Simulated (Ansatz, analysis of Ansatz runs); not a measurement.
# Can an added hole hop between Cl atoms in SrCl2 (Fm-3m)?

Question: does an added hole stay on the Cl atom where it is started in SrCl2 (Fm-3m), and if so, how high is the barrier for a hop to another Cl site nearby? Model: a cell of 81 host atoms.

Calculated with Ansatz 0.2.0; plane-wave PAW DFT, PBEsol+U; relaxation of all atoms of a supercell at fixed charge in a uniform background; PAW set soft_1.

This is a report of a sequence of runs, with most program output left out.

In doubt: warnings of the run leave room for a lower electronic state (Ansatz), so energies may not be the lowest and differences between runs may mislead.

## 1. The starting structure

The cell holds 81 atoms: 27 Sr and 54 Cl. Cell: a = 14.654 Å, b = 14.654 Å, c = 14.654 Å, α = 60.0°, β = 60.0°, γ = 60.0°. It derives from SrCl2 (space group Fm-3m). Nearest the centre at fractional (0.333, 0.333, 0.500): Cl42 at 1.73 Å, Cl5 at 1.73 Å, Sr43 at 2.44 Å, Sr40 at 2.44 Å, Cl11 at 3.86 Å, Cl14 at 3.86 Å, Cl32 at 3.86 Å, Cl29 at 3.86 Å.

Hubbard terms: Cl p 7.0 eV. They were chosen, not fitted, to curb self-interaction in the shells named, the trial site's among them. The two sites are Cl42 and Cl5. The cell's shortest repeat is 14.7 Å.

## 2. The cell without the carrier

The neutral cell is relaxed first, from small random displacements, so that bond lengths and moments with the carrier can be set beside those of a relaxed cell without it.

neutral.relax/input.yaml reads:

```yaml
crystal:
  lattice:
    - [0.0, 10.3618188, 10.3618188]
    - [10.3618188, 0.0, 10.3618188]
    - [10.3618188, 10.3618188, 0.0]
  atoms:
    - { symbol: Sr, position: [0.0, 0.0, 0.0] }
    - { symbol: Cl, position: [0.25, 0.25, 0.25] }
    - { symbol: Cl, position: [0.083333, 0.083333, 0.083333] }
    - { symbol: Sr, position: [0.0, 0.0, 0.333333] }
    - { symbol: Cl, position: [0.25, 0.25, 0.583333] }
    - { symbol: Cl, position: [0.083333, 0.083333, 0.416667] }
    - { symbol: Sr, position: [0.0, 0.0, 0.666667] }
    - { symbol: Cl, position: [0.25, 0.25, 0.916667] }
[... 69 atom lines left out ...]
    - { symbol: Cl, position: [0.75, 0.75, 0.416667] }
    - { symbol: Sr, position: [0.666667, 0.666667, 0.666667] }
    - { symbol: Cl, position: [0.916667, 0.916667, 0.916667] }
    - { symbol: Cl, position: [0.75, 0.75, 0.75] }
basis:
  ecutwfc: 420
  xc_grid: 2
hamiltonian:
  xc: pbesol
  hubbard:
    sites: [{ species: Cl, l: p, u_eff: 7.0 }]
    projectors: ortho-atomic
  pseudopotentials: { kind: paw, azcp: { folder: soft_1 }, xc_functional: pbe }
kpoints:
  mp_grid: { grid: [1, 1, 1] }
scf:
  occupations: { method: fermi_dirac, width: 0.01 }
  max_iter: 120
  lower_state_search: "off"
output:
  forces: true
relax:
  f_tol: 0.02
  max_steps: 70
  random_displacement: { amplitude: 0.04, seed: 4170 }
checkpoint:
  write: "../neutral.relax.run"
  compress: false
  write_wavefunctions: true
  write_every: 100000
```

On the command line:

```
> ansatz run input.yaml --threads 8 --pin off --max-ram 17899MiB --backend cpu --events-out ev --progress --plain --runs-dir out
```

It took 46 s on 8 threads of Arm Neoverse V2, shared host; peak memory 2.9 GiB.

The largest displacement from an ideal site is 0.004 Å.

## 3. The hole on the first site

The nearest neighbour or neighbours of the site start displaced and the site's starting moment is changed by the carrier's spin, since a carrier doesn't trap itself in the undistorted lattice.

A.relax/input.yaml reads:

```yaml
crystal:
  lattice:
    - [0.0, 10.3618188, 10.3618188]
    - [10.3618188, 0.0, 10.3618188]
    - [10.3618188, 10.3618188, 0.0]
  atoms:
    - { symbol: Sr, position: [6.7e-05, 0.000212, -0.000143] }
    - { symbol: Cl, position: [0.249847, 0.250384, 0.249844] }
    - { symbol: Cl, position: [0.083274, 0.083586, 0.083276] }
    - { symbol: Sr, position: [-3.8e-05, 0.000228, 0.333267] }
    - { symbol: Cl, position: [0.250022, 0.250274, 0.583128] }
    - { symbol: Cl, position: [0.083386, 0.08359, 0.416697] }
    - { symbol: Sr, position: [6.1e-05, 0.000202, 0.66653] }
    - { symbol: Cl, position: [0.249985, 0.250214, 0.916486] }
[... 69 atom lines left out ...]
    - { symbol: Cl, position: [0.750063, 0.750106, 0.416564] }
    - { symbol: Sr, position: [0.66671, 0.666838, 0.666628] }
    - { symbol: Cl, position: [0.91662, 0.917071, 0.916423] }
    - { symbol: Cl, position: [0.749935, 0.7504, 0.749837] }
total_charge: 1
basis:
  ecutwfc: 420
  xc_grid: 2
hamiltonian:
  xc: pbesol
  hubbard:
    sites: [{ species: Cl, l: p, u_eff: 7.0 }]
    projectors: ortho-atomic
  pseudopotentials: { kind: paw, azcp: { folder: soft_1 }, xc_functional: pbe }
kpoints:
  mp_grid: { grid: [1, 1, 1] }
magnetization:
  spin_polarized: true
  initial_magnetization: 1
  spin_locking: { lock_magnetization: hard }
scf:
  occupations: { method: fermi_dirac, width: 0.01 }
  max_iter: 120
  lower_state_search: "off"
output:
  forces: true
relax:
  f_tol: 0.015
  max_steps: 70
  escape_saddle: false
checkpoint:
  write: "../A.relax.run"
  compress: false
  write_wavefunctions: true
  write_every: 100000
```

The job ended after 12 min (8 threads; peak memory 4.8 GiB).

The steps of the relaxation:

| step | energy less that of the first step (eV) | largest force component (eV/Å) |
| --- | --- | --- |
| 1 | 0.0000 | 0.6044 |
| 2 | -0.3876 | 0.2932 |
| 3 | -0.4860 | 0.1037 |
| 4 | -0.5111 | 0.0841 |
| 5 | -0.5208 | 0.0463 |
| 6 | -0.5239 | 0.0294 |
| 7 | -0.5280 | 0.0368 |
| 8 | -0.5299 | 0.0636 |
| 9 | -0.5367 | 0.0368 |
| 10 | -0.5470 | 0.0278 |
| 11 | -0.5482 | 0.0188 |
| 12 | -0.5432 | 0.0832 |
| 13 | -0.5507 | 0.0138 |

Relaxation step 12 was tried and not accepted.

The atoms that moved most (Å):

| atom | dx | dy | dz | length |
| --- | --- | --- | --- | --- |
| Cl14 | -0.418 | -0.002 | 0.000 | 0.418 |
| Cl29 | 0.388 | 0.001 | 0.002 | 0.388 |
| Cl27 | -0.145 | 0.000 | 0.001 | 0.145 |
| Cl57 | 0.133 | -0.001 | -0.002 | 0.133 |
| Sr67 | 0.003 | 0.082 | 0.082 | 0.116 |
| Sr49 | -0.002 | -0.081 | 0.081 | 0.114 |
| Sr40 | 0.004 | -0.081 | -0.081 | 0.114 |
| Sr43 | -0.004 | 0.080 | -0.080 | 0.114 |

The moves above count from the input, in which the site's nearest neighbours were already displaced; the distances below compare with the cell without the carrier.

Distances from Cl42 without and with the hole:

| atom | without (Å) | with (Å) |
| --- | --- | --- |
| Sr49 | 2.99 | 3.26 |
| Sr67 | 2.99 | 3.22 |
| Sr40 | 2.99 | 3.22 |
| Sr43 | 2.99 | 3.24 |
| Cl29 | 3.45 | 3.04 |
| Cl14 | 3.45 | 3.06 |
| Cl32 | 3.45 | 3.36 |
| Cl5 | 3.45 | 3.36 |
| Cl38 | 3.45 | 3.37 |
| Cl11 | 3.45 | 3.37 |

The largest changes of the moments are 0.83 μB on Cl42, 0.04 μB on Cl29 and 0.04 μB on Cl14. The largest part sits on the chosen site.

## 4. The hole on the second site

The same start is made on the second site, to get the end of the hop.

B.relax/input.yaml reads:

```yaml
crystal:
  lattice:
    - [0.0, 10.3618188, 10.3618188]
    - [10.3618188, 0.0, 10.3618188]
    - [10.3618188, 10.3618188, 0.0]
  atoms:
    - { symbol: Sr, position: [6.7e-05, 0.000212, -0.000143] }
    - { symbol: Cl, position: [0.249847, 0.250384, 0.249844] }
[... 2 atom lines left out ...]
    - { symbol: Cl, position: [0.250022, 0.250274, 0.583128], spin: 1.0 }
[... 27 atom lines left out ...]
    - { symbol: Cl, position: [0.41654, 0.083548, 0.416563] }
[... 2 atom lines left out ...]
    - { symbol: Cl, position: [0.416652, 0.083531, 0.749848] }
[... 3 atom lines left out ...]
    - { symbol: Sr, position: [0.337486, 0.337768, 0.320541] }
[... 1 atom line left out ...]
    - { symbol: Cl, position: [0.416655, 0.417023, 0.416344] }
    - { symbol: Sr, position: [0.33761, 0.337727, 0.670624] }
[... 37 atom lines left out ...]
    - { symbol: Cl, position: [0.749935, 0.7504, 0.749837] }
total_charge: 1
basis:
  ecutwfc: 420
  xc_grid: 2
hamiltonian:
  xc: pbesol
  hubbard:
    sites: [{ species: Cl, l: p, u_eff: 7.0 }]
    projectors: ortho-atomic
  pseudopotentials: { kind: paw, azcp: { folder: soft_1 }, xc_functional: pbe }
kpoints:
  mp_grid: { grid: [1, 1, 1] }
magnetization:
  spin_polarized: true
  initial_magnetization: 1
  spin_locking: { lock_magnetization: hard }
scf:
  occupations: { method: fermi_dirac, width: 0.01 }
  max_iter: 120
  lower_state_search: "off"
output:
  forces: true
relax:
  f_tol: 0.015
  max_steps: 70
  escape_saddle: false
checkpoint:
  write: "../B.relax.run"
  compress: false
  write_wavefunctions: true
  write_every: 100000
```

It took 12 min on 8 threads; peak memory 4.8 GiB.

Distances from Cl5 without and with the hole:

| atom | without (Å) | with (Å) |
| --- | --- | --- |
| Sr43 | 2.99 | 3.24 |
| Sr40 | 2.99 | 3.24 |
| Sr16 | 2.99 | 3.24 |
| Sr34 | 2.99 | 3.23 |
| Cl33 | 3.45 | 3.05 |
| Cl18 | 3.45 | 3.05 |
| Cl36 | 3.45 | 3.36 |
| Cl9 | 3.45 | 3.36 |
| Cl42 | 3.45 | 3.37 |
| Cl15 | 3.45 | 3.37 |

The largest changes of the moments are 0.84 μB on Cl5, 0.04 μB on Cl33 and 0.04 μB on Cl18. The largest part sits on the chosen site.

## 5. Points on the line between the two structures

All atoms move on the straight line between the two relaxed structures, 8.76 amu^1/2 Å long in mass-weighted terms. Each point starts from the state of the point before, once from either end, so that both localised states can be followed; the midpoint is also started with the carrier shared.

A.x0500/input.yaml reads:

```yaml
crystal:
  lattice:
    - [0.0, 10.3618188, 10.3618188]
    - [10.3618188, 0.0, 10.3618188]
    - [10.3618188, 10.3618188, 0.0]
  atoms:
    - { symbol: Sr, position: [-0.000874, 0.000361, 0.000591] }
    - { symbol: Cl, position: [0.24919, 0.249851, 0.247689] }
[... 2 atom lines left out ...]
    - { symbol: Cl, position: [0.251902, 0.252162, 0.581353] }
[... 8 atom lines left out ...]
    - { symbol: Cl, position: [0.26075, 0.572794, 0.574223] }
[... 18 atom lines left out ...]
    - { symbol: Cl, position: [0.40623, 0.094068, 0.425134] }
[... 6 atom lines left out ...]
    - { symbol: Sr, position: [0.329273, 0.337694, 0.320927] }
[... 1 atom line left out ...]
    - { symbol: Cl, position: [0.415155, 0.413721, 0.418402], spin: 1.0 }
    - { symbol: Sr, position: [0.337492, 0.329529, 0.678585] }
[... 37 atom lines left out ...]
    - { symbol: Cl, position: [0.750434, 0.750166, 0.749097] }
total_charge: 1
basis:
  ecutwfc: 420
  xc_grid: 2
hamiltonian:
  xc: pbesol
  hubbard:
    sites: [{ species: Cl, l: p, u_eff: 7.0 }]
    projectors: ortho-atomic
  pseudopotentials: { kind: paw, azcp: { folder: soft_1 }, xc_functional: pbe }
kpoints:
  mp_grid: { grid: [1, 1, 1] }
magnetization:
  spin_polarized: true
  initial_magnetization: 1
  spin_locking: { lock_magnetization: hard }
scf:
  occupations: { method: fermi_dirac, width: 0.01 }
  max_iter: 120
  lower_state_search: "off"
output:
  forces: true
  eigenvalues: true
  eigenstates: { localisation: true }
  write_density: true
  write_potential: true
  volumetric_format: npy
checkpoint:
  read: "../A.x0375.run"
  write: "../A.x0500.run"
  compress: false
  write_wavefunctions: true
  write_every: 100000
```

It took 1.9 min on 8 threads; peak memory 4.8 GiB.

From eigenstates.tsv, first k-point; energies on the run's zero. The participation number counts the atoms that a state is spread over, of 81; bands count from 0.

| spin | band | energy (eV) | occupation | participation | largest share on | share |
| --- | --- | --- | --- | --- | --- | --- |
| down | 317 | 0.273 | 1.00 | 19.2 | Cl33 | 0.10 |
| down | 318 | 0.277 | 1.00 | 18.4 | Cl78 | 0.07 |
| down | 319 | 0.306 | 1.00 | 17.5 | Cl18 | 0.09 |
| down | 320 | 0.416 | 1.00 | 4.4 | Cl5 | 0.40 |
| down | 321 | 0.554 | 1.00 | 3.8 | Cl5 | 0.46 |
| down | 322 | 0.826 | 1.00 | 3.0 | Cl5 | 0.51 |
| down | 323 | 3.010 | 0.00 | 1.3 | Cl42 | 0.87 |
| down | 324 | 8.672 | 0.00 | 71.4 | Cl42 | 0.04 |
| down | 325 | 8.831 | 0.00 | 24.2 | Sr67 | 0.12 |
| down | 326 | 8.833 | 0.00 | 21.0 | Sr49 | 0.13 |
| down | 327 | 8.920 | 0.00 | 39.2 | Sr49 | 0.06 |
| up | 318 | 0.272 | 1.00 | 19.4 | Cl33 | 0.10 |
| up | 319 | 0.277 | 1.00 | 18.4 | Cl78 | 0.07 |
| up | 320 | 0.306 | 1.00 | 17.6 | Cl18 | 0.09 |
| up | 321 | 0.410 | 1.00 | 4.5 | Cl5 | 0.39 |
| up | 322 | 0.554 | 1.00 | 3.8 | Cl5 | 0.46 |
| up | 323 | 0.823 | 1.00 | 3.0 | Cl5 | 0.51 |
| up | 324 | 8.653 | 0.00 | 66.6 | Cl42 | 0.05 |
| up | 325 | 8.778 | 0.00 | 21.0 | Sr67 | 0.12 |
| up | 326 | 8.799 | 0.00 | 19.9 | Sr49 | 0.12 |
| up | 327 | 8.903 | 0.00 | 35.0 | Sr49 | 0.07 |
| up | 328 | 8.989 | 0.00 | 49.2 | Sr67 | 0.06 |

Under PBEsol+U (7 eV) at the zone centre alone, the highest filled state is spin down, spread over 3 of 81 atoms, and the lowest empty one, 2.18 eV above it, is spin down, spread over 1 of 81 atoms.

The largest moments in the atoms' spheres: Cl42 0.85, Cl29 0.03, Cl14 0.03, Sr49 0.00, Sr67 0.00, Cl57 0.00 μB.

Spin density in the ac plane at fractional y = 0.333, through the centre, with atoms of Sr within 0.45 Å of it.

Ten even steps from '0' (0.00 e/Å³) to '9' (0.14 e/Å³), each cell a mean:
```
00000000000000000000000000000000000000000
00000000000000000000000000000000000000000
00000000000000000000000000000000000000000
00000000000000000000000000000000000000000
00000000000000000000000000000000000000000
00000000000000000000000000000000000000000
00000000000000000000000000000000000000000
00000000000000000000000000000000000000000
00000000000000000000000000000000000000000
00000000000000000000000000000000000000000
00000000000000000000000000000000000000000
00000000000000000000000000000000000000000
00000000000000000121000000000000000000000
00000000000000002698410000000000000000000
00000000000000001257521000000000000000000
00000000000000000011110000000000000000000
00000000000000000000000000000000000000000
00000000000000000000000000000000000000000
00000000000000000000000000000000000000000
00000000000000000000000000000000000000000
00000000000000000000000000000000000000000
00000000000000000000000000000000000000000
00000000000000000000000000000000000000000
00000000000000000000000000000000000000000
```
Columns run along a (14.7 Å), rows up along c (14.7 Å). Atoms in or near the plane, at fractional coordinates: Sr at (0.00, 0.00), Sr at (0.00, 0.33), Sr at (0.99, 0.67), Sr at (0.33, 0.00), Sr at (0.33, 0.32), Sr at (0.34, 0.68), Sr at (0.67, 0.00), Sr at (0.68, 0.33), Sr at (0.67, 0.67).

Valence density in the ac plane at fractional y = 0.333, through the centre, with atoms of Sr within 0.45 Å of it. It is the smooth field of the valence electrons, not physical close to the nuclei.

Ten even steps from '0' (0.1 e/Å³) to '9' (2.5 e/Å³), each cell a mean:
```
99620000000158994100000002689830000000038
34310000110001332000001000023310000110001
00000000111000000000011110000000000121100
00000000001000000000000110000000000011100
00011100000000000110000000000011100000000
00012210000111000111000000000001110000000
31001110001478620000000015652000000001476
96200000000388883000000017988510000001598
99410000000036895100000002689830000000158
33200000110000121000011000023310000110001
00000000121000000000011210000000000111000
00000000011000000000000110000000000001000
00011100000000001110000000000011100000000
00011110000000000111000000000001110000000
41000000001343100000000013553100000000356
88300000001699841000000004988620000000389
89620000000278993000000001589951000000037
34310000100013553000122100023420000010001
00000000111000000000012210000000000111000
00000000011000000000000110000000000001000
00011000000000000110000000000011100000000
00011110000000000111000000000001110000000
41000000001466310000000025652000000000356
88300000001598872000000017989510000000389
```
Columns run along a (14.7 Å), rows up along c (14.7 Å). Atoms in or near the plane, at fractional coordinates: Sr at (0.00, 0.00), Sr at (0.00, 0.33), Sr at (0.99, 0.67), Sr at (0.33, 0.00), Sr at (0.33, 0.32), Sr at (0.34, 0.68), Sr at (0.67, 0.00), Sr at (0.68, 0.33), Sr at (0.67, 0.67).

Electrostatic potential energy in the ac plane at fractional y = 0.333, through the centre, with atoms of Sr within 0.45 Å of it. With pseudopotentials it is smooth inside the atoms' cores, unlike the true potential.

Ten even steps from '0' (-121 eV) to '9' (9 eV), each cell a mean:
```
11589999999862027999999998510389999999973
87899999999998878999999999987889999999999
99999999999999999999999999999999999999999
99999999999999999999999999999999999999999
99999999999999999999999999999999999999999
99999999999989999999999999999999999999999
79999999999743589999999987568999999998755
05899999999730037999999985002699999999610
13799999999985237899999998510389999999862
88899999999999888999999999987789999999998
99999999999999999999999999999999999999999
99999999999999999999999999999999999999999
99999999999999999999999999999999999999999
99999999999999999999999999999999999999999
78999999999877899999999988667999999999865
03799999998610279999999997101589999999830
11589999999840027999999998620179999999973
87899999999997668999999999987789999999999
99999999999999999999999999999999999999999
99999999999999999999999999999999999999999
99999999999999999999999999999999999999999
99999999999999999999999999999999999999999
78999999999766799999999987568999999999865
03799999999710058999999985001699999999830
```
Columns run along a (14.7 Å; values clipped at the 3rd and 97th percentile), rows up along c (14.7 Å). Atoms in or near the plane, at fractional coordinates: Sr at (0.00, 0.00), Sr at (0.00, 0.33), Sr at (0.99, 0.67), Sr at (0.33, 0.00), Sr at (0.33, 0.32), Sr at (0.34, 0.68), Sr at (0.67, 0.00), Sr at (0.68, 0.33), Sr at (0.67, 0.67).

Free energies from the first end:

| started from | fraction | energy (eV) | moment change on Cl42 (μB) | on Cl5 (μB) |
| --- | --- | --- | --- | --- |
| first site | 0 | 0.000 | 0.83 | 0.00 |
| first site | 0.125 | 0.035 | 0.84 | 0.00 |
| first site | 0.25 | 0.137 | 0.85 | 0.00 |
| first site | 0.375 | 0.305 | 0.85 | 0.00 |
| first site | 0.5 | 0.538 | 0.85 | 0.00 |
| first site | 0.625 | 0.829 | 0.84 | 0.02 |
| second site | 0.875 | 0.033 | 0.00 | 0.84 |
| second site | 0.75 | 0.134 | 0.00 | 0.85 |
| second site | 0.625 | 0.301 | 0.00 | 0.86 |
| second site | 0.5 | 0.533 | 0.00 | 0.85 |
| second site | 0.375 | 0.823 | 0.02 | 0.84 |
| shared | 0.5 | 0.899 | 0.45 | 0.45 |
| second site | 1 | -0.001 | 0.00 | 0.83 |

## 6. What came out

- barrier forward: 0.53 eV
- barrier backward: 0.53 eV
- distance of the two sites without the carrier: 3.45 Å
- carrier at the midpoint: on one site

In words: On this line the hole must cross 0.53 eV to hop 3.45 Å; both ends have the same energy within 0.005 eV. At the midpoint the lowest state found keeps the carrier on one site, so the two localised curves cross in a cusp. This suggests weak coupling and a hop slower than the barrier alone implies, though U itself penalises the shared state. With an assumed attempt frequency of 1e13 per second the rate at 300 K would be 1e+04 per second for this barrier, if every crossing succeeded. A straight line need not be the lowest path, so the true barrier at this U can be lower, or higher if the ends can still break their symmetry. No run compares the localised hole with one spread in the band, so its binding is unknown and the barrier may exceed it. Holes in halides commonly bind two halogen atoms into a pair. A U on single atoms favours the one-atom state followed here, and no pair was tried, so these numbers may not belong to the actual polaron. The program's search for lower electronic states was switched off in all runs, so that each state is followed; none is shown to be the lowest at its structure. No image-charge correction is applied; it nearly cancels along the line while the charge stays localised. Limits: gap and trapping depend on the U chosen (Cl p 7.0 eV).

[Logs are printed without paths, hosts, clocks, repeated set-up lines and the standing remarks that a program may print on its own settings, such as how far it seeks lower states.]

[Hosts, paths, dates, database ids (printed as entryN), source tags and the programs' standing remarks are cut or masked in the printed files.]
